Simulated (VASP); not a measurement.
# Ga (Im-3m) in VASP: notebook

One crystal, Ga, is run at these levels: PBE; tasks: single point.

All numbers are computed with VASP 6.6.1; they aren't measurements. Logs are shortened: lines on timing, memory, paths and dates and some standing lists are left out, and cuts for length are marked.

## (1) The crystal as given

The structure is cubic, space group Im-3m (No. 229). Conventional cell: a = 3.373 Å, b = 3.373 Å, c = 3.373 Å, α = 90.00°, β = 90.00°, γ = 90.00°. Ga (site symmetry m-3m) is surrounded by 8 Ga at 2.92 Å.

The cell was built by a generator and needn't be a form met in nature.

## (2) Single point, PBE

Contents of INCAR:

```
SYSTEM = Ga
  PREC = Accurate
  ENCUT = 520
  EDIFF = 1E-6
  ISMEAR = 0
  SIGMA = 0.05
  LREAL = .False.
  LASPH = .True.
  NELM = 60
  ALGO = Normal
  ISIF = 2
  LWAVE = .False.
  LCHARG = .False.
  GGA = PE
  NBANDS = 12
```

Contents of KPOINTS:

```
Automatic mesh
0
Gamma
  18 18 18
  0 0 0
```

Contents of POSCAR:

```
Ga
1.0
   -1.6864227604      1.6864227604      1.6864227604
    1.6864227604     -1.6864227604      1.6864227604
    1.6864227604      1.6864227604     -1.6864227604
Ga
1
Direct
    0.0000000000      0.0000000000      0.0000000000
```

Potentials or basis: VASP PAW PBE potentials, release 64 (Ga_d).

Started as:

```bash
$ cat potpaw_PBE.64/Ga_d/POTCAR > POTCAR
$ mpirun -np 1 vasp_std > vasp.out
```

OUTCAR:

```text
SYSTEM = Ga
   PREC = Accurate
   ENCUT = 520
   EDIFF = 1E-6
   ISMEAR = 0
   LREAL = .False.
   LASPH = .True.
   NELM = 60
   ISIF = 2
   GGA = PE

 ion  position               nearest neighbor table
   1  0.000  0.000  0.000-

  LATTYP: Found a body centered cubic cell.
 ALAT       =     3.3728455208

  Lattice vectors:

 A1 = (  -1.6864227604,   1.6864227604,   1.6864227604)
 A2 = (   1.6864227604,  -1.6864227604,   1.6864227604)
 A3 = (   1.6864227604,   1.6864227604,  -1.6864227604)

Analysis of symmetry for initial positions (statically):
=====================================================================
 Subroutine PRICEL returns:
 Original cell was already a primitive cell.

 Routine SETGRP: Setting up the symmetry group for a
 body centered cubic supercell.

 Subroutine GETGRP returns: Found 48 space group operations
 (whereof 48 operations were pure point group operations)
 out of a pool of 48 trial point group operations.

The static configuration has the point symmetry O_h .

Analysis of symmetry for dynamics (positions and initial velocities):
=====================================================================
 Subroutine PRICEL returns:
 Original cell was already a primitive cell.

 Routine SETGRP: Setting up the symmetry group for a
 body centered cubic supercell.

 Subroutine GETGRP returns: Found 48 space group operations
 (whereof 48 operations were pure point group operations)
 out of a pool of 48 trial point group operations.

The dynamic configuration has the point symmetry O_h .

 Subroutine INISYM returns: Found 48 space group operations
 (whereof 48 operations are pure point group operations),
 and found     1 'primitive' translations

----------------------------------------------------------------------------------------

                                     Primitive cell

  volume of cell :      19.1849

  direct lattice vectors                    reciprocal lattice vectors
    -1.686422760  1.686422760  1.686422760     0.000000000  0.296485562  0.296485562
     1.686422760 -1.686422760  1.686422760     0.296485562  0.000000000  0.296485562
     1.686422760  1.686422760 -1.686422760     0.296485562  0.296485562  0.000000000

  length of vectors
     2.920969904  2.920969904  2.920969904     0.419293903  0.419293903  0.419293903

  position of ions in fractional coordinates (direct lattice)
     0.000000000  0.000000000  0.000000000

  ion indices of the primitive-cell ions
   primitive index   ion index
[... 82 lines left out ...]
   TEBEG  =    0.0;   TEEND  =   0.0 temperature during run
   PSTRESS=    0.0 pullay stress
   NELECT =      13.0000    total number of electrons
   NUPDOWN=      -1.0000    fix difference up-down
   EMIN   =  10.00;   EMAX   =-10.00  energy-range for DOS
   EFERMI =   0.00;   METHOD = LEGACY
   ISMEAR =     0;   SIGMA  =   0.05  broadening in eV -4-tet -1-fermi 0-gaus
   EFERMI_NEDOS =   21; number of points for ismear=-14 and -15
   IALGO  =     38    algorithm
   IMIX   =      4    mixing-type and parameters
     AMIX     =   0.40;   BMIX     =  1.00
     AMIX_MAG =   1.60;   BMIX_MAG =  1.00
  volume/ion in A,a.u.               =      19.18       129.47
  Fermi-wavevector in a.u.,A,eV,Ry     =   1.437925  2.717284 28.131782  2.067628
  Thomas-Fermi vector in A             =   2.556948
   LORBIT       =      0    0 simple, 1 ext, 2 COOP (PROOUT), +10 PAW based schemes
   GGA     = PE    functional components
   LHFCALC =     F    Hartree Fock is set to
   AEXX    =    0.0000 exact exchange contribution
   IVDW    =     0    specifies the selected vdW correction
   LEPSILON=     F    determine dielectric tensor
   LRPA    =     F    only Hartree local field effects (RPA)
 non-spin polarized calculation
 Gauss-broadening in eV      SIGMA  =   0.05
  energy-cutoff  :      520.00
  volume of cell :       19.18
 maximum number of plane-waves:       533
 NGX is ok and might be reduce to    24
   NGX = 11   NGY = 11   NGZ = 11

 number of electron      12.9999990 magnetization

 Free energy of the ion-electron system (eV)
  ---------------------------------------------------
  ext. energy  EPLUGINS =         0.00000000
  ---------------------------------------------------
  free energy    TOTEN  =        -2.87311346 eV

  energy without entropy =       -2.87235758  energy(sigma->0) =       -2.87273552

 E-fermi :   5.4444     XC(G=0): -10.9385

 val. band max:        5.4205485188   @ k =   0.2778   0.2778   0.0556
 cond. band min:       5.4474143660   @ k =  -0.3889   0.4444   0.2222
 fundamental gap:      0.0268658473
 Fermi energy:         5.4444485558

 k-point     1 :       0.0000    0.0000    0.0000
  band No.  band energies     occupation
      1      -9.5118      2.00000
      2      -9.5118      2.00000
      3      -9.5118      2.00000
      4      -9.3321      2.00000
      5      -9.3321      2.00000
      6      -5.5083      2.00000
      7      17.7722      0.00000
      8      17.7722      0.00000
      9      17.7722      0.00000
     10      22.4115      0.00000
     11      22.4115      0.00000
     12      22.4115      0.00000
[... 331 lines left out ...]
 k-point    24 :       0.3889    0.1111   -0.0000
  band No.  band energies     occupation
      1      -9.5792      2.00000
      2      -9.5412      2.00000
      3      -9.3460      2.00000
      4      -9.3390      2.00000
      5      -9.2464      2.00000
      6       0.0918      2.00000
      7       3.2317      2.00000
      8      10.4303      0.00000
      9      13.3315      0.00000
     10      17.7410      0.00000
     11      20.0808      0.00000
     12      24.5131      0.00000

 [... further k-points ...]

------------------------ aborting loop because EDIFF is reached ----------------------------------------

  FORCE on cell =-STRESS in cart. coord.  units (eV):
  Direction    XX          YY          ZZ          XY          YZ          ZX
  --------------------------------------------------------------------------------------
  -------------------------------------------------------------------------------------
  Total        0.0081195      0.0081195      0.0081195      0.0000000     -0.0000000      0.0000000
  in kB        0.6780834      0.6780834      0.6780834      0.0000000     -0.0000000      0.0000000
  external PRESSURE =       0.6780834 kB  Pullay stress =       0.0000000 kB

 VOLUME and BASIS-vectors are now :
 -----------------------------------------------------------------------------
  energy-cutoff  :      520.00
  volume of cell :       19.18
      direct lattice vectors                 reciprocal lattice vectors
    -1.686422760  1.686422760  1.686422760     0.000000000  0.296485562  0.296485562
     1.686422760 -1.686422760  1.686422760     0.296485562  0.000000000  0.296485562
     1.686422760  1.686422760 -1.686422760     0.296485562  0.296485562  0.000000000

 POSITION                                       TOTAL-FORCE (eV/Angst)
 -----------------------------------------------------------------------------------
      0.00000      0.00000      0.00000        -0.000000     -0.000000     -0.000000
 -----------------------------------------------------------------------------------
    total drift:                               -0.000000      0.000000      0.000000

  FREE ENERGIE OF THE ION-ELECTRON SYSTEM (eV)
  ---------------------------------------------------
  free  energy   TOTEN  =        -2.8731134637 eV

  energy  without entropy=       -2.8723575787  energy(sigma->0) =       -2.87273552
```

OSZICAR:

```text
N       E                     dE             d eps       ncg     rms          rms(c)
DAV:   1     0.444594378020E+02    0.44459E+02   -0.66500E+03  5020   0.187E+03
DAV:   2    -0.679067485086E+00   -0.45139E+02   -0.43527E+02  4944   0.264E+02
DAV:   3    -0.288084206467E+01   -0.22018E+01   -0.21973E+01  5396   0.462E+01
DAV:   4    -0.289937607369E+01   -0.18534E-01   -0.18532E-01  5416   0.456E+00
DAV:   5    -0.289958671256E+01   -0.21064E-03   -0.21064E-03  5452   0.464E-01    0.783E-01
DAV:   6    -0.287863537809E+01    0.20951E-01   -0.32146E-02  5680   0.355E+00    0.395E-01
DAV:   7    -0.287365220905E+01    0.49832E-02   -0.64015E-03  7316   0.129E+00    0.107E-01
DAV:   8    -0.287310926205E+01    0.54295E-03   -0.56103E-04  5548   0.420E-01    0.726E-03
DAV:   9    -0.287311232250E+01   -0.30604E-05   -0.61304E-06  6660   0.352E-02    0.327E-03
DAV:  10    -0.287311349181E+01   -0.11693E-05   -0.32192E-07  3612   0.590E-03    0.238E-04
DAV:  11    -0.287311346367E+01    0.28139E-07   -0.38848E-08  2880   0.196E-03
   1 F= -.28731135E+01 E0= -.28727355E+01  d E =-.755885E-03
```

Run time: 20 s. Hardware: 1 thread of AMD EPYC 9R45 (Zen 5), shared host; peak memory 0.14 GiB.

Results:

* Free energy: -2.8731 eV
* Pressure: 0.1 GPa
* Band gap on the k mesh: none (metal or under the smearing width)

## (3) Single point, PBE

This run uses another cell than the first one, of 19.59 Å³/atom, 1.021 times its volume.

Contents of INCAR:

```
SYSTEM = Ga
PREC = Accurate
ENCUT = 520
EDIFF = 1E-6
ISMEAR = 0
SIGMA = 0.05
LREAL = .False.
LASPH = .True.
NELM = 100
ALGO = Normal
ISIF = 2
LWAVE = .False.
LCHARG = .False.
GGA = PE
NBANDS = 12
```

KPOINTS is that of step 2.

Contents of POSCAR:

```
Ga
1.0
   -1.6983540875      1.6983540875      1.6983540875
    1.6983540875     -1.6983540875      1.6983540875
    1.6983540875      1.6983540875     -1.6983540875
Ga
1
Direct
    0.0000000000      0.0000000000      0.0000000000
```

Potentials or basis: VASP PAW PBE potentials, release 64 (Ga_d).

Started as:

```bash
$ cat potpaw_PBE.64/Ga_d/POTCAR > POTCAR
$ mpirun -np 1 vasp_std > vasp.out
```

It took 20 s on 1 thread of AMD EPYC 9R45 (Zen 5), shared host; peak memory 0.14 GiB.

The run converged. Its results:

| Item | Value |
| --- | --- |
| Free energy | -2.8721 eV |
| Pressure | -0.9 GPa |
| Band gap on the k mesh | none (metal or under the smearing width) |

Levels at points of the mesh, in eV from the Fermi level:
```csv
k point,band 2,band 3,band 4,band 5,band 6,band 7,band 8,band 9,band 10,band 11
"(0.00, 0.00, 0.00)",-14.95,-14.95,-14.78,-14.78,-10.80,12.07,12.07,12.07,16.75,16.75
"(0.50, 0.00, 0.00)",-14.99,-14.78,-14.77,-14.67,-4.52,-3.60,6.76,8.78,11.20,11.39
"(0.50, 0.50, 0.50)",-15.03,-14.69,-14.69,-14.69,1.10,1.56,1.56,1.56,5.67,5.67
```
